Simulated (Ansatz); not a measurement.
# P: the cost of one run

Computed with Ansatz 0.2.0 (DFT PBEsol, scalar-relativistic, plane waves, PAW, unless a step's input says otherwise).

3 further runs of the same task are left out: 1 that didn't finish, 2 set aside as unsound or not needed.

## Step 1: Starting point

The structure is orthorhombic, space group Cmce (No. 64). Conventional cell: a = 3.317 Å, b = 10.291 Å, c = 4.197 Å, α = 90.00°, β = 90.00°, γ = 90.00°. P (site symmetry m) is surrounded by 3 P at 2.23 to 2.25 Å.

Structure file:

```xyz
8
Lattice="-3.3174 0.0000 0.0000 0.0000 0.0000 -4.1972 0.0000 -10.2907 0.0000" Properties=species:S:1:pos:R:3 pbc="T T T"
P     0.0000   -1.0834   -0.3059
P    -1.6587   -6.2288   -0.3059
P    -3.3174   -6.2288   -1.7927
P    -1.6587   -1.0834   -1.7927
P     0.0000   -9.2073   -3.8913
P    -1.6587   -4.0619   -3.8913
P    -3.3174   -4.0619   -2.4045
P    -1.6587   -9.2073   -2.4045
```

It is built from the cell relaxed beforehand with the same method (17.91 Å³/atom).

## Step 2: The reference cell

The cell is repeated 2 times, 8 atoms in all. Reference values: F = -5920.2935 eV; pressure 0.00 GPa; largest force 0.005 eV/Å; gap on the mesh none (metal). It was computed beforehand with the settings of the runs below.

## Step 3: Next: sliding across a plane

The cut lies on the cell's a–b face, a (0 -1 0) plane of area 13.92 Å², between layers 2.98 Å apart (P below, P above); the cell is 10.3 Å thick. Vector c is tilted by f times 1·a − 1·b (length 5.350 Å) with the atoms' Cartesian places fixed: one unrelaxed fault per cell.

## Step 4: f = 0.167

Input file input.yaml:

```yaml
crystal:
  lattice:
    - [-3.3174145446, 0.0, 0.0]
    - [0.0, 0.0, -4.1971724467]
    - [-0.5530130046, -10.2907124513, 0.6996686469]
  atoms:
    - { symbol: P, position: [-0.142575594, 0.2154496629, 0.8552825074] }
    - { symbol: P, position: [0.440774406, 0.1320996629, 0.3552825074] }
    - { symbol: P, position: [0.940774406, 0.4863515251, 0.3552825074] }
    - { symbol: P, position: [0.357424406, 0.5697015251, 0.8552825074] }
    - { symbol: P, position: [-0.107474406, 1.0346003371, 0.6447174926] }
    - { symbol: P, position: [0.475875594, 0.9512503371, 0.1447174926] }
    - { symbol: P, position: [0.975875594, 0.5969984749, 0.1447174926] }
    - { symbol: P, position: [0.392525594, 0.6803484749, 0.6447174926] }
basis:
  ecutwfc: 420
kpoints:
  mp_grid: { grid: [14, 11, 5] }
hamiltonian:
  xc: pbesol
scf:
  occupations: { method: gaussian, width: 0.15 }
output:
  forces: true
  stress: true
  eigenvalues: true
  write_density: true
  write_potential: true
  elf: true
  volumetric_format: npy
```

Launch:

```sh
$ ansatz run input.yaml --threads 2 --pin off --max-ram 5120MiB --backend cpu --events-out ev --progress --plain --runs-dir out
```

Q: Estimate wall time and peak memory on 2 threads of Intel Xeon at 2.70GHz, shared host.

About 81 s, with a peak of 1.2 GiB.
